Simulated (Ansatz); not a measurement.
Input of an Ansatz 0.2.0 run:

The input input.yaml:

```yaml
crystal:
  lattice:
    - [1.488052925, -2.59468961, 0.0]
    - [1.488052925, 2.59468961, 0.0]
    - [0.0, 0.0, 4.72759579]
  atoms:
    - { symbol: Ge, position: [0.33344663, 0.66655337, 0.25] }
    - { symbol: Ge, position: [0.66655337, 0.33344663, 0.75] }
kpoints:
  mp_grid: { grid: [10, 10, 6] }
  band_path:
    path:
      - [0.0, 0.0, 0.0]
      - [0.3322253894, 0.3322253894, 0.0]
      - [0.0, 0.5, 0.0]
      - [0.0, 0.5, 0.5]
      - [0.3322253894, 0.3322253894, 0.5]
      - [0.0, 0.0, 0.5]
      - [0.0, 0.0, 0.0]
      - [-0.5, 0.5, 0.0]
    npoints: 6
scf:
  occupations: { method: fermi_dirac, width: 0.05 }
hamiltonian:
  xc: pbesol
  pseudopotentials: { kind: all_electron, lapw: { basis_error: 0.001 } }
output:
  forces: true
  stress: true
  eigenvalues: true
```

Potentials or basis: all-electron LAPW, scalar-relativistic.

Run with:

```console
$ ansatz run input.yaml --threads 1 --pin off --max-ram 3072MiB --backend cpu --events-out ev --progress --plain --runs-dir out
```

(1) What does it give for the band gap along the path?

(2) Predict the pressure.

Results:

(1) none (metal or under the smearing width).

(2) 0.5 GPa.
